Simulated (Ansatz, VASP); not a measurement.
This is a calculation of Te for VASP 6.6.1.

Contents of POSCAR:

```
Te
1.0
    4.4241064818      0.0000000000      0.0000000000
   -2.2120532409      3.8313886024      0.0000000000
    0.0000000000      0.0000000000      5.8842404128
Te
3
Direct
    0.7310000000      0.7310000000      0.0000000000
    0.0000000000      0.2690000000      0.6666666667
    0.2690000000      0.0000000000      0.3333333333
```

The input INCAR.step1:

```
PREC     = Accurate       # precision mode
ENCUT    = 520            # plane-wave cutoff, eV
ISMEAR   = -1             # smearing method
SIGMA    = 0.05           # smearing width, eV
LREAL    = False          # projectors in reciprocal space
LASPH    = True           # aspherical terms in the spheres
NELM     = 60             # most SCF steps
NBANDS   = 16             # bands
GGA      = PE             # functional
ALGO     = Normal         # electronic algorithm
EDIFF    = 1E-4           # SCF threshold, eV
LWAVE    = True           # write WAVECAR
LCHARG   = False          # write CHGCAR
```

File INCAR.step2:

```
PREC     = Accurate       # precision mode
ENCUT    = 520            # plane-wave cutoff, eV
EDIFF    = 1E-7           # SCF threshold, eV
ISMEAR   = -1             # smearing method
SIGMA    = 0.05           # smearing width, eV
LREAL    = False          # projectors in reciprocal space
LASPH    = True           # aspherical terms in the spheres
NELM     = 60             # most SCF steps
ALGO     = Normal         # electronic algorithm
ISIF     = 2              # what is computed and relaxed
LWAVE    = False          # write WAVECAR
LCHARG   = True           # write CHGCAR
METAGGA  = R2SCAN         # meta-GGA
LMIXTAU  = True         
LELF     = True           # ELF
LVHAR    = True         
NBANDS   = 16             # bands
ISTART   = 1
```

KPOINTS

```
regular mesh
0
Gamma
  7 7 5
```

Potentials or basis: VASP PAW PBE potentials, release 64 (Te).

Launch:

```bash
$ cat potpaw_PBE.64/Te/POTCAR > POTCAR
$ cp INCAR.step1 INCAR
$ mpirun -np 1 vasp_std > vasp.out
$ cp INCAR.step2 INCAR
$ mpirun -np 1 vasp_std > vasp.out
```

**Question.** Set up the same calculation for Ansatz 0.2.0. Potentials there: Ansatz PAW.

**Answer.** As run (the cutoff follows the program's own potentials):

File input.yaml:

```yaml
crystal:
  lattice:
    - [4.4241064818, 0.0, 0.0]
    - [-2.2120532409, 3.8313886024, 0.0]
    - [0.0, 0.0, 5.8842404128]
  atoms:
    - { symbol: Te, position: [0.731, 0.731, 0.0] }
    - { symbol: Te, position: [0.0, 0.269, 0.6666666667] }
    - { symbol: Te, position: [0.269, 0.0, 0.3333333333] }
hamiltonian:
  xc: r2scan
  pseudopotentials: { kind: paw }
kpoints:
  mp_grid: { grid: [7, 7, 5] }
scf:
  occupations: { method: fermi_dirac, width: 0.05 }
output:
  forces: true
  stress: true
  eigenvalues: true
```

Potentials or basis: Ansatz PAW.

Launch:

```sh
$ ansatz run input.yaml --threads 1 --pin off --max-ram 3584MiB --backend cpu --events-out ev --progress --plain --runs-dir out
```

Both were run:

|  | VASP | Ansatz | Ansatz less VASP |
| --- | --- | --- | --- |
| gap on the k mesh at the Fermi level (eV) | 0.73 | 0.74 | +0.007 |
| least direct gap on the mesh (eV) | 0.94 | 0.96 | +0.018 |
| pressure (GPa) | 2.0 | 2.0 | -0.03 |
| largest component of the traceless stress (GPa) | 0.36 | 0.32 | -0.036 |
| rms of the force components (eV/Å) | 0.028 | 0.011 | -0.0171 |

Atom by atom the forces differ by 0.017 eV/Å (rms over components). With one functional, cell and mesh, what is left measures potentials, basis and numerics. The two sets of potentials don't hold the same shells in valence.

Caveats: spin-orbit coupling is left out, which moves the levels of the heavy elements; the PAW data sets were made with another functional, which shifts forces and pressure a little (VASP); an odd mesh through Γ misses points on the zone boundary, where band edges often lie (VASP); odd divisions of the mesh miss points on the zone boundary, where band edges often lie, so the gap on the mesh can be too wide (Ansatz); the PAW data sets come from PBE, with cores solved anew for the run's functional, which leaves a small shift of forces and pressure (Ansatz).
